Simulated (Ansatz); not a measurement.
SnO in the CsCl-type structure, relaxed with r2SCAN, was run in the PAW code Ansatz under altered settings. All numbers are computed, without spin polarisation but where a row says otherwise.

```yaml
crystal:
  lattice:
    - [3.10341, 0.00000, 0.00000]
    - [0.00000, 3.10341, 0.00000]
    - [0.00000, 0.00000, 3.10341]
  atoms:
    - { symbol: Sn, position: [0.00000, 0.00000, 0.00000] }
    - { symbol: O, position: [0.50000, 0.50000, 0.50000] }
```

The base run's other keys:
```yaml
kpoints:
  mp_grid: { grid: [4, 4, 4] }
hamiltonian:
  xc: hse06
scf:
  occupations: { method: fixed }
  n_extra_bands: 4
```

It takes 14 iterations with 587 plane waves at 420 eV and 10 k points, and leaves a mean stress of -0.94 GPa. The gap over this mesh is 1.149 eV.

Outcomes, with energy and stress as changes against the base:

| setting | outcome | ΔF (meV/atom) | Δ mean stress (GPa) | gap on the mesh (eV) | iterations |
| --- | --- | --- | --- | --- | --- |
| PBE hybrid, exx coeff 0.75, omega 0.3 1/Å | converged | – | -6.4 | 0.771 | 21 |
| PBE hybrid, exx coeff 0.05, omega 0.1 1/Å | converged | – | +3.2 | 0.664 | 10 |
| PBE hybrid, exx coeff 0.2, omega 0.2078 1/Å | converged | – | +0.8 | 1.008 | 14 |
| scf.exx.singularity: none | converged | -3.3 | -0.2 | 1.153 | 14 |
| scf.occupations: cold 0.5 | converged | 0.0 | 0.0 | 1.149 | 30 |

A dash marks a value that wasn't obtained or can't be compared. Stress is positive in compression.

- PBE hybrid, exx coeff 0.75, omega 0.3 1/Å. That is 75 % exact exchange, screened with ω = 0.3 1/Å, against HSE06's 25 % screened at 0.208 1/Å. The mean stress moves by -6.4 GPa and the gap on the mesh by -0.378 eV (to 0.771). Totals of different functionals aren't comparable.
- PBE hybrid, exx coeff 0.05, omega 0.1 1/Å. That is 5 % exact exchange, screened with ω = 0.1 1/Å, against HSE06's 25 % screened at 0.208 1/Å. The mean stress moves by +3.2 GPa and the gap on the mesh by -0.485 eV (to 0.664). Totals of different functionals aren't comparable. The program warns that on this mesh the truncation of the exchange isn't bounded, so part of the change can be an error of the mesh.
- PBE hybrid, exx coeff 0.2, omega 0.2078 1/Å. That is 20 % exact exchange, screened with ω = 0.2078 1/Å, against HSE06's 25 % screened at 0.208 1/Å. The mean stress moves by +0.8 GPa and the gap on the mesh by -0.141 eV (to 1.008). Totals of different functionals aren't comparable.
- scf.exx.singularity: none. The free energy moves by -3.3 meV an atom, the mean stress by -0.2 GPa and the gap on the mesh by +0.004 eV (to 1.153). The result is sensitive to this setting.

Within 1 meV an atom, 0.1 GPa and 0.005 eV of the base stay: scf.occupations: cold 0.5.

No spin-orbit coupling is included; it can move band edges with weight on the heavy atoms by tenths of an eV.

The stress of a hybrid is loosely converged in these runs.

The meshes of the hybrids are coarse, so their gaps aren't converged to the digits shown.
